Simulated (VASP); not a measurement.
# AlNi3 (Pm-3m) in VASP: notebook

Runs on AlNi3. Level: PBEsol. Tasks: single point.

All numbers are computed with VASP 6.6.1; they aren't measurements. Logs are shortened: lines on timing, memory, paths and dates and some standing lists are left out, and cuts for length are marked.

## Step 1: The crystal as given

Symmetry: Pm-3m, No. 221, cubic system. Conventional cell: a = 3.523 Å, b = 3.523 Å, c = 3.523 Å, α = 90.00°, β = 90.00°, γ = 90.00°. Ni (site symmetry 4/mmm) is surrounded by 8 Ni at 2.49 Å and 4 Al at 2.49 Å. Al (site symmetry m-3m) has 12 Ni at 2.49 Å as nearest neighbours.

The cell is a database's computed one.

## Step 2: Single point, PBEsol, collinear spin, antiferromagnetic start

INCAR reads:

```
  PREC = Accurate
  ENCUT = 520
  EDIFF = 1E-7
  ISMEAR = -1
  SIGMA = 0.05
  LREAL = False
  LASPH = True
  NELM = 100
  ALGO = Normal
  ISIF = 2
  LWAVE = False
  LCHARG = True
  ISPIN = 2
  MAGMOM = 1 -1 1 0
  LORBIT = 11
  LMAXMIX = 4
  GGA = PS
  LELF = True
  LVHAR = True
  NBANDS = 28
```

KPOINTS reads:

```
regular mesh
0
Gamma
  6 6 6
```

POSCAR reads:

```
AlNi3
1.0
    3.5230547267      0.0000000000      0.0000000000
    0.0000000000      3.5230547267      0.0000000000
    0.0000000000      0.0000000000      3.5230547267
Ni Al
3 1
Direct
    0.5000000000      0.5000000000      0.0000000000
    0.5000000000      0.0000000000      0.5000000000
    0.0000000000      0.5000000000      0.5000000000
    0.0000000000      0.0000000000      0.0000000000
```

Potentials or basis: VASP PAW PBE potentials, release 64 (Ni, Al).

Started as:

```bash
> cat potpaw_PBE.64/Ni/POTCAR potpaw_PBE.64/Al/POTCAR > POTCAR
> mpirun -np 1 vasp_std > vasp.out
```

OUTCAR:

```text
PREC = Accurate
   ENCUT = 520
   EDIFF = 1E-7
   ISMEAR = -1
   LREAL = False
   LASPH = True
   NELM = 100
   ISIF = 2
   ISPIN = 2
   LORBIT = 11
   GGA = PS

 ion  position               nearest neighbor table
   1  0.500  0.500  0.000-   2 2.49   3 2.49   4 2.49   2 2.49   3 2.49   2 2.49   4 2.49   2 2.49
                             3 2.49   4 2.49   3 2.49   4 2.49
   2  0.500  0.000  0.500-   1 2.49   3 2.49   4 2.49   1 2.49   4 2.49   1 2.49   3 2.49   1 2.49
                             3 2.49   4 2.49   4 2.49   3 2.49
   3  0.000  0.500  0.500-   1 2.49   2 2.49   4 2.49   1 2.49   4 2.49   2 2.49   4 2.49   4 2.49
                             1 2.49   2 2.49   1 2.49   2 2.49
   4  0.000  0.000  0.000-   1 2.49   2 2.49   3 2.49   2 2.49   3 2.49   1 2.49   3 2.49   3 2.49
                             1 2.49   2 2.49   2 2.49   1 2.49

  LATTYP: Found a simple cubic cell.
 ALAT       =     3.5230547267

  Lattice vectors:

 A1 = (   3.5230547267,   0.0000000000,   0.0000000000)
 A2 = (   0.0000000000,   3.5230547267,   0.0000000000)
 A3 = (   0.0000000000,   0.0000000000,   3.5230547267)

Analysis of symmetry for initial positions (statically):
=====================================================================
 Subroutine PRICEL returns:
 Original cell was already a primitive cell.

 Routine SETGRP: Setting up the symmetry group for a
 simple cubic supercell.

 Subroutine GETGRP returns: Found 48 space group operations
 (whereof 48 operations were pure point group operations)
 out of a pool of 48 trial point group operations.

The static configuration has the point symmetry O_h .

Analysis of symmetry for dynamics (positions and initial velocities):
=====================================================================
 Subroutine PRICEL returns:
 Original cell was already a primitive cell.

 Routine SETGRP: Setting up the symmetry group for a
 simple cubic supercell.

 Subroutine GETGRP returns: Found 48 space group operations
 (whereof 48 operations were pure point group operations)
 out of a pool of 48 trial point group operations.

The dynamic configuration has the point symmetry O_h .

Analysis of structural, dynamic, and magnetic symmetry:
=====================================================================
 Subroutine PRICEL returns:
 Original cell was already a primitive cell.

 Routine SETGRP: Setting up the symmetry group for a
 simple cubic supercell.

 Subroutine GETGRP returns: Found 16 space group operations
 (whereof 16 operations were pure point group operations)
 out of a pool of 48 trial point group operations.

The overall configuration has the point symmetry D_4h.

 Subroutine INISYM returns: Found 16 space group operations
 (whereof 16 operations are pure point group operations),
 and found     1 'primitive' translations

----------------------------------------------------------------------------------------

                                     Primitive cell

  volume of cell :      43.7279

  direct lattice vectors                    reciprocal lattice vectors
     3.523054727  0.000000000  0.000000000     0.283844583  0.000000000  0.000000000
     0.000000000  3.523054727  0.000000000     0.000000000  0.283844583  0.000000000
     0.000000000  0.000000000  3.523054727     0.000000000  0.000000000  0.283844583

  length of vectors
     3.523054727  3.523054727  3.523054727     0.283844583  0.283844583  0.283844583

  position of ions in fractional coordinates (direct lattice)
     0.500000000  0.500000000  0.000000000
     0.500000000  0.000000000  0.500000000
     0.000000000  0.500000000  0.500000000
     0.000000000  0.000000000  0.000000000

  ion indices of the primitive-cell ions
   primitive index   ion index
                 1           1
                 2           2
                 3           3
                 4           4

----------------------------------------------------------------------------------------

 KPOINTS: regular mesh

Automatic generation of k-mesh.
 Grid dimensions read from file:
 generate k-points for:    6    6    6

 Generating k-lattice:

  Cartesian coordinates                     Fractional coordinates (reciprocal lattice)
     0.047307431  0.000000000  0.000000000     0.166666667  0.000000000  0.000000000
     0.000000000  0.047307431  0.000000000     0.000000000  0.166666667  0.000000000
     0.000000000  0.000000000  0.047307431     0.000000000  0.000000000  0.166666667

  Length of vectors
     0.047307431  0.047307431  0.047307431

  Shift w.r.t. Gamma in fractional coordinates (k-lattice)
     0.000000000  0.000000000  0.000000000

 Subroutine IBZKPT returns following result:
 ===========================================

 Found     40 irreducible k-points:

 Following reciprocal coordinates:
            Coordinates               Weight
  0.000000  0.000000  0.000000      1.000000
  0.166667  0.000000  0.000000      4.000000
  0.000000  0.166667  0.000000      2.000000
  0.333333  0.000000  0.000000      4.000000
  0.000000  0.333333  0.000000      2.000000
  0.500000  0.000000  0.000000      2.000000
[... 16 lines left out ...]
  0.166667  0.166667  0.166667      8.000000
  0.333333  0.166667  0.166667     16.000000
 [... further k-points ...]
   k-points           NKPTS =     40   k-points in BZ     NKDIM =     40   number of bands    NBANDS=     28
   number of dos      NEDOS =    301   number of ions     NIONS =      4
   total plane-waves  NPLWV =  21952
   dimension x,y,z NGX =    28 NGY =   28 NGZ =   28
   dimension x,y,z NGXF=    56 NGYF=   56 NGZF=   56
   ions per type =               3   1
   NGX,Y,Z   is equivalent  to a cutoff of  13.21, 13.21, 13.21 a.u.
   NGXF,Y,Z  is equivalent  to a cutoff of  26.43, 26.43, 26.43 a.u.
 SYSTEM =  unknown system
   PREC   = accura    normal or accurate (medium, high low for compatibility)
   ISTART =      0    job   : 0-new  1-cont  2-samecut
   ICHARG =      2    charge: 1-file 2-atom 10-const
   ISPIN  =      2    spin polarized calculation?
   LNONCOLLINEAR =      F non collinear calculations
   LSORBIT =      F    spin-orbit coupling
   LASPH  =      T    aspherical Exc in radial PAW
   ENCUT  =  520.0 eV  38.22 Ry    6.18 a.u.   6.55  6.55  6.55*2*pi/ulx,y,z
   NELM   =    100;   NELMIN=  2; NELMDL= -5     # of ELM steps
   EDIFF  = 0.1E-06   stopping-criterion for ELM
   LREAL  =      F    real-space projection
   EDIFFG = 0.1E-05   stopping-criterion for IOM
   NSW    =      0    number of steps for IOM
   IBRION =     -1    ionic relax: 0-MD 1-quasi-New 2-CG
   NFREE  =      0    steps in history (QN), initial steepest desc. (CG)
   ISIF   =      2    stress and relaxation
   ISYM   =      2    0-nonsym 1-usesym 2-fastsym
   POTIM  = 0.5000    time-step for ionic-motion
   TEBEG  =    0.0;   TEEND  =   0.0 temperature during run
   PSTRESS=    0.0 pullay stress
   NELECT =      33.0000    total number of electrons
   NUPDOWN=      -1.0000    fix difference up-down
   EMIN   =  10.00;   EMAX   =-10.00  energy-range for DOS
   EFERMI =   0.00;   METHOD = LEGACY
   ISMEAR =    -1;   SIGMA  =   0.05  broadening in eV -4-tet -1-fermi 0-gaus
   EFERMI_NEDOS =   21; number of points for ismear=-14 and -15
   IALGO  =     38    algorithm
   IMIX   =      4    mixing-type and parameters
     AMIX     =   0.40;   BMIX     =  1.00
     AMIX_MAG =   1.60;   BMIX_MAG =  1.00
  volume/ion in A,a.u.               =      10.93        73.77
  Fermi-wavevector in a.u.,A,eV,Ry     =   1.490482  2.816603 30.225843  2.221537
  Thomas-Fermi vector in A             =   2.603258
   LORBIT       =     11    0 simple, 1 ext, 2 COOP (PROOUT), +10 PAW based schemes
   GGA     = PS    functional components
   LHFCALC =     F    Hartree Fock is set to
   AEXX    =    0.0000 exact exchange contribution
   IVDW    =     0    specifies the selected vdW correction
   LEPSILON=     F    determine dielectric tensor
   LRPA    =     F    only Hartree local field effects (RPA)
 spin polarized calculation
  energy-cutoff  :      520.00
  volume of cell :       43.73
 maximum number of plane-waves:      1208
 NGX is ok and might be reduce to    28
   NGX = 13   NGY = 13   NGZ = 13

 number of electron      32.9999980 magnetization       0.6558355

 Free energy of the ion-electron system (eV)
  ---------------------------------------------------
  ext. energy  EPLUGINS =         0.00000000
  ---------------------------------------------------
  free energy    TOTEN  =       -24.30715708 eV

  energy without entropy =      -24.27600656  energy(sigma->0) =      -24.29158182

 E-fermi :   9.7552     XC(G=0): -13.0036

 val. band max:        9.7324847287   @ k =   0.3333   0.3333   0.1667
 cond. band min:       9.7743125306   @ k =   0.0000   0.0000   0.0000
 fundamental gap:      0.0418278018
 Fermi energy:         9.7552124229

 spin component 1

 k-point     1 :       0.0000    0.0000    0.0000
  band No.  band energies     occupation
      1      -0.4085      1.00000
      2       5.2809      1.00000
      3       5.9736      1.00000
      4       5.9736      1.00000
      5       6.3419      1.00000
      6       6.3419      1.00000
[... 733 lines left out ...]
     27      24.0212      0.00000
     28      24.2174      0.00000

 [... further k-points ...]

 spin component 2

 k-point     1 :       0.0000    0.0000    0.0000
  band No.  band energies     occupation
      1      -0.4256      1.00000
      2       5.3702      1.00000
      3       6.1115      1.00000
      4       6.1115      1.00000
      5       6.5908      1.00000
      6       6.5908      1.00000
[... 733 lines left out ...]
     27      24.0499      0.00000
     28      24.2496      0.00000

 [... further k-points ...]

------------------------ aborting loop because EDIFF is reached ----------------------------------------

  FORCE on cell =-STRESS in cart. coord.  units (eV):
  Direction    XX          YY          ZZ          XY          YZ          ZX
  --------------------------------------------------------------------------------------
  -------------------------------------------------------------------------------------
  Total       -0.1415119     -0.1414880     -0.1415119      0.0000000     -0.0000000     -0.0000000
  in kB       -5.1849602     -5.1840825     -5.1849602      0.0000000     -0.0000000     -0.0000000
  external PRESSURE =      -5.1846676 kB  Pullay stress =       0.0000000 kB

 VOLUME and BASIS-vectors are now :
 -----------------------------------------------------------------------------
  energy-cutoff  :      520.00
  volume of cell :       43.73
      direct lattice vectors                 reciprocal lattice vectors
     3.523054727  0.000000000  0.000000000     0.283844583  0.000000000  0.000000000
     0.000000000  3.523054727  0.000000000     0.000000000  0.283844583  0.000000000
     0.000000000  0.000000000  3.523054727     0.000000000  0.000000000  0.283844583

 POSITION                                       TOTAL-FORCE (eV/Angst)
 -----------------------------------------------------------------------------------
      1.76153      1.76153      0.00000         0.000000      0.000000      0.000000
      1.76153      0.00000      1.76153         0.000000      0.000000      0.000000
      0.00000      1.76153      1.76153         0.000000      0.000000      0.000000
      0.00000      0.00000      0.00000         0.000000      0.000000      0.000000
 -----------------------------------------------------------------------------------
    total drift:                                0.000000      0.000000      0.000000

  FREE ENERGIE OF THE ION-ELECTRON SYSTEM (eV)
  ---------------------------------------------------
  free  energy   TOTEN  =       -24.3071570844 eV

  energy  without entropy=      -24.2760065576  energy(sigma->0) =      -24.29158182

 total charge

# of ion       s       p       d       tot
------------------------------------------
    1        0.511   0.550   8.395   9.455
    2        0.511   0.550   8.395   9.455
    3        0.511   0.550   8.395   9.455
    4        0.410   0.404   0.000   0.815
--------------------------------------------------
tot          1.943   2.054  25.185  29.181

 magnetization (x)

# of ion       s       p       d       tot
------------------------------------------
    1       -0.002  -0.007   0.240   0.231
    2       -0.002  -0.007   0.240   0.231
    3       -0.002  -0.007   0.240   0.231
    4       -0.000  -0.008   0.000  -0.008
--------------------------------------------------
tot         -0.007  -0.029   0.721   0.684
```

Run time: 45 s. Hardware: 1 thread of Intel Xeon 6975P-C (Granite Rapids), shared host; peak memory 0.21 GiB.

Results:

| Item | Value |
| --- | --- |
| Free energy | -24.3072 eV |
| Pressure | -0.5 GPa |
| Band gap on the k mesh | none (metal or under the smearing width) |
| Net moment | 0.66 μB per cell |
| Site moments | Ni +0.23; Al -0.01 μB |
| Valence electrons inside the program's atomic spheres | Ni 9.46; Al 0.81 |

Levels at points of the mesh, in eV from the Fermi level:
Spin up:
```
           k point  band 15  band 16  band 17  band 18  band 19  band 20
(0.00, 0.00, 0.00)    -0.04    -0.04     0.88     0.88     0.88     6.74
(0.50, 0.00, 0.00)    -1.05    -0.49    -0.03     5.67     5.67     5.68
(0.00, 0.50, 0.00)    -1.05    -0.49    -0.03     5.67     5.67     5.68
(0.50, 0.50, 0.00)    -0.98    -0.97    -0.57     0.91     0.91     8.31
(0.50, 0.00, 0.50)    -0.98    -0.97    -0.57     0.91     0.91     8.31
(0.50, 0.50, 0.50)    -1.08    -0.25    -0.22    -0.22    -0.22     3.63
```
Spin down:
```csv
k point,band 13,band 14,band 15,band 16,band 17,band 18,band 19,band 20
"(0.00, 0.00, 0.00)",0.02,0.34,0.34,0.34,0.86,0.86,0.86,6.82
"(0.50, 0.00, 0.00)",-0.96,-0.96,-0.84,-0.30,0.34,5.72,5.72,5.74
"(0.00, 0.50, 0.00)",-0.96,-0.96,-0.84,-0.30,0.34,5.72,5.72,5.74
"(0.50, 0.50, 0.00)",-1.15,-1.10,-0.79,-0.63,-0.44,1.17,1.17,8.35
"(0.50, 0.00, 0.50)",-1.15,-1.10,-0.79,-0.63,-0.44,1.17,1.17,8.35
"(0.50, 0.50, 0.50)",-1.16,-0.90,-0.90,-0.25,0.10,0.10,0.10,3.72
```

Caveat: the PAW data sets were made with another functional, which shifts forces and pressure a little.

## Step 3: Single point, PBEsol, collinear spin, ferrimagnetic start

INCAR: that of step 2 with these lines changed.

```diff
@@ -13,3 +13,3 @@
   ISPIN = 2
-  MAGMOM = 1 -1 1 0
+  MAGMOM = 1 -0.5 1 0
   LORBIT = 11
```

KPOINTS is that of step 2.

POSCAR is that of step 2.

Potentials or basis: VASP PAW PBE potentials, release 64 (Ni, Al).

Started as:

```bash
> cat potpaw_PBE.64/Ni/POTCAR potpaw_PBE.64/Al/POTCAR > POTCAR
> mpirun -np 1 vasp_std > vasp.out
```

Wall time 46 s (1 thread of Intel Xeon 6975P-C (Granite Rapids), shared host); peak memory 0.21 GiB.

The run converged. Its results:

- Free energy: -24.3072 eV
- Pressure: -0.5 GPa
- Band gap on the k mesh: none (metal or under the smearing width)
- Net moment: 0.66 μB per cell
- Site moments: Ni +0.23; Al -0.01 μB
- Valence electrons inside the program's atomic spheres: Ni 9.46; Al 0.81

Levels at points of the mesh, in eV from the Fermi level:
Spin up:
```tsv
k point	band 15	band 16	band 17	band 18	band 19	band 20
(0.00, 0.00, 0.00)	-0.04	-0.04	0.88	0.88	0.88	6.74
(0.50, 0.00, 0.00)	-1.05	-0.49	-0.03	5.67	5.67	5.68
(0.00, 0.50, 0.00)	-1.05	-0.49	-0.03	5.67	5.67	5.68
(0.50, 0.50, 0.00)	-0.98	-0.97	-0.57	0.91	0.91	8.31
(0.50, 0.00, 0.50)	-0.98	-0.97	-0.57	0.91	0.91	8.31
(0.50, 0.50, 0.50)	-1.08	-0.25	-0.22	-0.22	-0.22	3.63
```
Spin down:
| k point | band 12 | band 13 | band 14 | band 15 | band 16 | band 17 | band 18 | band 19 | band 20 | band 21 |
| --- | --- | --- | --- | --- | --- | --- | --- | --- | --- | --- |
| (0.00, 0.00, 0.00) | -0.37 | 0.02 | 0.34 | 0.34 | 0.34 | 0.86 | 0.86 | 0.86 | 6.82 | 6.82 |
| (0.50, 0.00, 0.00) | -1.03 | -0.96 | -0.96 | -0.84 | -0.30 | 0.34 | 5.72 | 5.72 | 5.74 | 5.74 |
| (0.00, 0.50, 0.00) | -1.03 | -0.96 | -0.96 | -0.84 | -0.30 | 0.34 | 5.72 | 5.72 | 5.74 | 5.74 |
| (0.50, 0.50, 0.00) | -1.15 | -1.15 | -1.10 | -0.79 | -0.63 | -0.44 | 1.17 | 1.17 | 8.35 | 8.35 |
| (0.50, 0.00, 0.50) | -1.15 | -1.15 | -1.10 | -0.79 | -0.63 | -0.44 | 1.17 | 1.17 | 8.35 | 8.35 |
| (0.50, 0.50, 0.50) | -1.16 | -1.16 | -0.90 | -0.90 | -0.25 | 0.10 | 0.10 | 0.10 | 3.72 | 4.35 |

Caveat: the PAW data sets were made with another functional, which shifts forces and pressure a little.

## Step 4: For comparison

An earlier run on the cell as given: functional PBE; potentials or basis VASP PAW PBE potentials, release 64 (Ni, Al); cutoff 520 eV; k mesh 8 × 8 × 8; occupations fermi-dirac, width 0.05 eV; collinear spin, ferromagnetic start; starting moments [1.0, 1.0, 1.0, 0.0] μB.

- Pressure: 7.3 GPa
- Band gap on the k mesh: none (metal or under the smearing width)
- Net moment: 0.67 μB per cell
- Site moments: Ni +0.24; Al -0.01 μB
- Valence electrons inside the program's atomic spheres: Ni 9.45; Al 0.82

## Step 5: The runs side by side

```tsv
level	spin	k mesh	gap on the mesh (eV)	pressure (GPa)	moment (μB)
PBEsol	collinear, antiferromagnetic start	6 × 6 × 6	none	-0.5	0.66
PBEsol	collinear, ferrimagnetic start	6 × 6 × 6	none	-0.5	0.66
PBE	collinear, ferromagnetic start	8 × 8 × 8	none	7.3	0.67
```

Alike in all rows: task single point; potentials or basis VASP PAW PBE potentials, release 64 (Ni, Al); cell as given; cutoff (eV) 520; smearing fermi-dirac 0.05 eV.

Every run on the cell as given and a fine mesh finds a metal. The pressure there spans -0.5 GPa (PBEsol) to 7.3 GPa (PBE); a positive pressure means that this level wants a larger cell, a negative one a smaller.

Caveats: the PAW data sets were made with another functional, which shifts forces and pressure a little (some runs).

Absolute energies hang on the potentials; compare differences alone.
